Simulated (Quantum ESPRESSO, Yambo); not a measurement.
# PbS (Galena): G0W0 with Yambo, start to end, part 2 of 3

How does a plane-wave GW calculation on PbS (Galena) run from the first input to the gap?

Quantum ESPRESSO 7.5 and Yambo 5.3.0; PBE and many-body steps on it, plane waves. Known limits of the many-body steps: not at the basis limit; model gap, bands may invert with spin-orbit coupling; no spin-orbit coupling; coarse k mesh.

So far. Step 2 (Ground state): The gap is direct, at (0.000, 0.000, -0.500). Step 3 (Bands along the symmetry lines): The gap is 0.368 eV, as in the run before at this level.

The database entry behind the starting cell differs from later determinations by our own check (about 0.1 % short), so it need not match the best structure at ambient conditions.

## 4. Empty states on the mesh, 4×4×4 mesh, 90 bands

Level of this step: DFT, PBE, plane waves, norm-conserving pseudopotentials (Quantum ESPRESSO).

The sums over transitions need many empty states on a uniform mesh; this step solves for them.

File pw.in:

```
&control
  calculation = 'nscf'
  prefix = 'x'
  outdir = 'o'
  pseudo_dir = 'pseudo'
/
&system
  ibrav = 0
  nat = 2
  ntyp = 2
  ecutwfc = 76.0
  nbnd = 90
  force_symmorphic = .true.
/
&electrons
  conv_thr = 1e-9
  electron_maxstep = 80
  diago_full_acc = .true.
  diago_thr_init = 5e-6
/
ATOMIC_SPECIES
  Pb 207.2 Pb.upf
  S 32.06 S.upf
CELL_PARAMETERS angstrom
  0.0000000000 2.9657500000 2.9657500000
  2.9657500000 -0.0000000000 2.9657500000
  2.9657500000 2.9657500000 0.0000000000
ATOMIC_POSITIONS crystal
  Pb 0.0000000000 0.0000000000 0.0000000000
  S 0.5000000000 0.5000000000 0.5000000000
K_POINTS automatic
  4 4 4 0 0 0
```

Run with:

```console
$ OMP_NUM_THREADS=1 mpirun -n 4 pw.x -nk 4 -in pw.in > pw.out
```

What it wrote:

```text
[banner, memory and clock lines left out]
Program PWSCF v.7.5 starts

     Atomic positions and unit cell read from directory:
     o/x.save/

     Message from routine setup:
     using ibrav=0 with symmetry is DISCOURAGED, use correct ibrav instead

     G-vector sticks info

     bravais-lattice index     =            0
     lattice parameter (alat)  =       7.9259  a.u.
     unit-cell volume          =     352.0710 (a.u.)^3
     number of atoms/cell      =            2
     number of atomic types    =            2
     number of electrons       =        28.00
     number of Kohn-Sham states=           90
     kinetic-energy cutoff     =      76.0000  Ry
     charge density cutoff     =     304.0000  Ry
     Exchange-correlation= PBE
                           (   1   4   3   4   0   0   0)

     celldm(1)=   7.925897  celldm(2)=   0.000000  celldm(3)=   0.000000
     celldm(4)=   0.000000  celldm(5)=   0.000000  celldm(6)=   0.000000

     crystal axes: (cart. coord. in units of alat)
               a(1) = (   0.000000   0.707107   0.707107 )
               a(2) = (   0.707107  -0.000000   0.707107 )
               a(3) = (   0.707107   0.707107   0.000000 )

     reciprocal axes: (cart. coord. in units 2 pi/alat)
               b(1) = ( -0.707107  0.707107  0.707107 )
               b(2) = (  0.707107 -0.707107  0.707107 )
               b(3) = (  0.707107  0.707107 -0.707107 )
     Pseudo is Norm-conserving + core correction, Zval = 22.0
     Generated using ONCVPSP code by D. R. Hamann
     Using radial grid of 1692 points,  7 beta functions with:
     Pseudo is Norm-conserving + core correction, Zval =  6.0
     Generated using ONCVPSP code by D. R. Hamann
     Using radial grid of 1146 points,  6 beta functions with:
     Pb               22.00   207.20000     Pb( 1.00)
     S                 6.00    32.06000     S ( 1.00)

     48 Sym. Ops., with inversion, found

   Cartesian axes

     site n.     atom                  positions (alat units)
         1        Pb     tau(   1) = (   0.0000000   0.0000000   0.0000000  )
         2        S      tau(   2) = (   0.7071068   0.7071068   0.7071068  )

     number of k points=     8
                       cart. coord. in units 2pi/alat
        k(    1) = (   0.0000000   0.0000000   0.0000000), wk =   0.0312500
        k(    2) = (   0.1767767   0.1767767  -0.1767767), wk =   0.2500000
        k(    3) = (  -0.3535534  -0.3535534   0.3535534), wk =   0.1250000
[...]
k(    7) = (  -0.7071068   0.0000000   0.0000000), wk =   0.0937500
        k(    8) = (  -0.7071068   0.3535534   0.0000000), wk =   0.1875000

     Dense  grid:    31283 G-vectors     FFT dimensions: (  45,  45,  45)

     The potential is recalculated from file :
     o/x.save/charge-density

     Starting wfcs are   17 randomized atomic wfcs +   73 random wfcs

     Band Structure Calculation

     End of band structure calculation

          k = 0.0000 0.0000 0.0000 (  3839 PWs)   bands (ev):

  -129.8090 -71.4991 -71.4991 -71.4991  -6.9201  -6.9201  -6.9201  -6.9040
    -6.9040  -3.6873   3.8699   7.7371   7.7371   7.7371  15.1248  15.1248
    15.1248  16.6175  16.6175  16.6175  18.5810  18.9696  18.9696  19.2063
[...]
78.2234  78.3416

          k = 0.1768 0.1768-0.1768 (  3927 PWs)   bands (ev):

[...]
76.4654  77.5608

          k =-0.3536-0.3536 0.3536 (  3906 PWs)   bands (ev):

[...]
63.0714  63.0714  63.9241  65.5833  66.5053  66.5053  67.3584  67.9806
    68.1546  68.1546  68.3921  72.1121  72.1121  72.3331  72.3331  72.6910
    73.8994  73.8995

          k = 0.3536 0.0000 0.0000 (  3928 PWs)   bands (ev):

     [... further k-points ...]

     highest occupied, lowest unoccupied level (ev):     9.9081   10.2763

     XML data file, pseudopotentials, collected wavefunctions
```

Elapsed: 6.8 s, on 4 MPI ranks of Arm Neoverse V1, shared host; peak memory 0.32 GiB.

Numbers from this step:

* gap: 0.3682 eV
* k of the valence top: 0, 0, -0.5
* k of the conduction bottom: 0, 0, -0.5
* least direct gap: 0.3682 eV
* k points computed: 8
* lowest point of the top converged band, above the valence top: 63.8955 eV

On this mesh the gap is 0.368 eV.

## 5. Conversion and set-up

This step: Yambo 5.3.0; conversion and set-up on PBE, plane waves, norm-conserving pseudopotentials.

The states are converted to the many-body program's format and the q mesh is built.

Run with:

```console
$ (cd o/x.save; p2y > p2y.log; mv SAVE ../..); yambo > setup.log
```

What it wrote:

```text
 Yambo, version 5.3.0

 [02] CORE Variables Setup
 =========================

  [02.01] Unit cells
  ==================

  Cell kind             :  FCC
  Atoms in the cell     :  Pb  S
  number of Pb atoms    :  1
  number of S  atoms    :  1

  List of atomic masses
  Mass of Pb    :  207.2000
  Mass of S     :  32.06000

  List of atomic coordinates    : [cc]
  Pb1       :  0.000000  0.000000  0.000000  order 1
  S1       :  5.604455  5.604455  5.604455  order 2

  Alat factors          :  5.604455  5.604455  5.604455 [a.u.]
  Direct lattice volume :  352.0710 [a.u.]
  Direct lattice vectors:  A[ 1 ]  A[ 2 ]  A[ 3 ]
   A[ 1 ]:  0.000000  1.000000  1.000000  [iru]
   0.000000  5.604455  5.604455  [cc]
   A[ 2 ]:  1.000000 -0.000000  1.000000  [iru]
   5.604455 -0.000000  5.604455  [cc]
   A[ 3 ]:  1.000000  1.000000  0.000000  [iru]
   5.604455  5.604455  0.000000  [cc]

  Recip. lattice volume :  0.704546 [a.u.]
  Recip. lattice vectors:  B[ 1 ]  B[ 2 ]  B[ 3 ]
   B[ 1 ]: -0.500000  0.500000  0.500000  [iku]
  -0.560553  0.560553  0.560553  [cc]
   B[ 2 ]:  0.500000 -0.500000  0.500000  [iku]
   0.560553 -0.560553  0.560553  [cc]
   B[ 3 ]:  0.500000  0.500000 -0.500000  [iku]
   0.560553  0.560553 -0.560553  [cc]

  [02.02] Symmetries
  ==================

  Inversion symmetry    : yes
  Spatial inversion     : yes
  Inversion index       :  25
  K-space Time-reversal : no
  Magnetic symmetries   : no
  Group table correct   : yes
  Symmetries units      :  [cc]

   [S  1]:   1.0000     -0.34069E-16 -0.34069E-16 -0.34069E-16   1.0000      0.34069E-16  0.34069E-16  0.34069E-16   1.0000
   [S  2]:  -1.0000      0.34069E-16 -0.34069E-16  0.34069E-16  -1.0000      0.34069E-16 -0.34069E-16 -0.34069E-16   1.0000
   [S  3]:  -1.0000     -0.34069E-16  0.34069E-16  0.34069E-16   1.0000     -0.34069E-16 -0.34069E-16  0.34069E-16  -1.0000
[...]
[... 36 further rows ...]
   [S 47]: -0.34069E-16   1.0000      0.34069E-16  0.34069E-16 -0.34069E-16  -1.0000       1.0000      0.34069E-16 -0.34069E-16
   [S 48]: -0.34069E-16  -1.0000     -0.34069E-16  0.34069E-16  0.34069E-16   1.0000       1.0000     -0.34069E-16  0.34069E-16

  [02.03] Reciprocal space
  ========================

  nG shells         :   324
  nG charge         :  31283
  nG WFs            :   4861
  nC WFs            :   3972
  G-vecs. in first 32 shells:  [ Number ]
     1    9   15   27   51   59   65   89  113
    137   169   181   229   259   283   307   331   339
    387   411   459   531   537   561   609   645   701
    725   749   821   869   893
  ...
  Shell energy in first 32 shells:  [ mHa ]
    0.00000      471.329      628.439      1256.88      1728.21      1885.32      2513.75      2985.08      3142.19
    3770.63      4241.96      5027.51      5498.84      5655.95      6284.39      6755.72      6912.83      7541.26
[...]
BZ  K-points                                      :   64

  K/Q-points units:
  rlu = crystal or reduced units; cc = cartesian coordinates; iku = interal k-units

  K [1]          [rlu]:  0.000000  0.000000  0.000000
         WF components:   3839
  K [2]          [rlu]:  0.43103E-17  0.43103E-17  0.25000
         WF components:   3927
  K [3]          [rlu]: -0.86205E-17 -0.86205E-17 -0.50000
         WF components:   3906
  K [4]          [rlu]:  0.82859E-17  0.25000      0.25000
         WF components:   3928
  K [5]          [rlu]: -0.99326E-17  0.25000     -0.50000
         WF components:   3940
  [... 2 further k-points ...]
  K [8]          [rlu]:  0.250000 -0.500000 -0.250000
         WF components:   3972

  [02.05] Energies & Occupations
  ==============================

  [X] === General ===
  [X] Electronic Temperature                        :  0.000000  0.000000 [eV K]
  [X] Bosonic    Temperature                        :  0.000000  0.000000 [eV K]
  [X] Finite Temperature mode                       : no
  [X] El. density                                   :  0.53669E+24 [cm-3]
  [X] Fermi Level                                   :  9.908065 [eV]

  [X] === Gaps and Widths ===
  [X] Conduction Band Min                           :  0.368214 [eV]
  [X] Valence Band Max                              :  0.000000 [eV]
  [X] Filled Bands                                  :  14
  [X] Empty Bands                                   :   15   90
  [X] Direct Gap                                    :  0.368214 [eV]
  [X] Direct Gap localized at k                     :  3
  [X] Indirect Gap                                  :  0.368214 [eV]
  [X] Indirect Gap between kpts                     :  3  3
  [X] Last valence band width                       :  3.438853 [eV]
  [X] 1st conduction band width                     :  4.848504 [eV]

  E @ K [1]:  [eV]
  -139.7170  -81.4072  -81.4072  -81.4072  -16.8281  -16.8281  -16.8281  -16.8121
  -16.81207 -13.59532  -6.03815  -2.17100  -2.17100  -2.17100   5.21672   5.21672
   5.216717  6.709459  6.709459  6.709459  8.672974  9.061527  9.061527  9.298259
[...]
occ @ K [1]
[...]
E @ K [2]:  [eV]
[...]
occ @ K [2]
[...]
E @ K [3]:  [eV]
[...]
occ @ K [3]
[...]
E @ K [4]:  [eV]
[...]
occ @ K [4]
[...]
E @ K [5]:  [eV]
[...]
occ @ K [5]
[...]
[... 2 further k-points ...]
  E @ K [8]:  [eV]
[...]
occ @ K [8]
[...]
0.000000  0.000000  0.000000  0.000000  0.000000  0.000000  0.000000  0.000000
   0.000000  0.000000  0.000000  0.000000  0.000000  0.000000  0.000000  0.000000

 [03] Transferred momenta grid and indexing
 ==========================================

 IBZ Q-points                                      :   8
 BZ  Q-points                                      :   64

 K/Q-points units:
 rlu = crystal or reduced units; cc = cartesian coordinates; iku = interal k-units

 Q [1]          [rlu]:  0.000000  0.000000  0.000000
 Q [2]          [rlu]:  0.43103E-17  0.43103E-17  0.25000
 Q [3]          [rlu]: -0.86205E-17 -0.86205E-17 -0.50000
[...]
Q [7]          [rlu]: -0.16572E-16 -0.50000     -0.50000
 Q [8]          [rlu]:  0.250000 -0.500000 -0.250000

  [03.01] X indexes
  =================

   [03.01.01] Sigma indexes
   ========================

 [06] Game Over & Game summary
```

Run time: 2.7 s. Hardware: 1 MPI rank; peak memory 0.25 GiB.

[end of part 2 of 3]

[Paths, hosts, dates, memory and timing lines, banners, echoed tables and standing remarks are left out of the program output.]

[Logs are printed without paths, hosts, clocks, repeated set-up lines and the standing remarks that a program may print on its own settings, such as how far it seeks lower states.]

[Runs of the session that timed out or met a known fault of the program may be left out.]

[Hosts, paths, dates, database ids (printed as entryN), source tags and the programs' standing remarks are cut or masked in the printed files.]
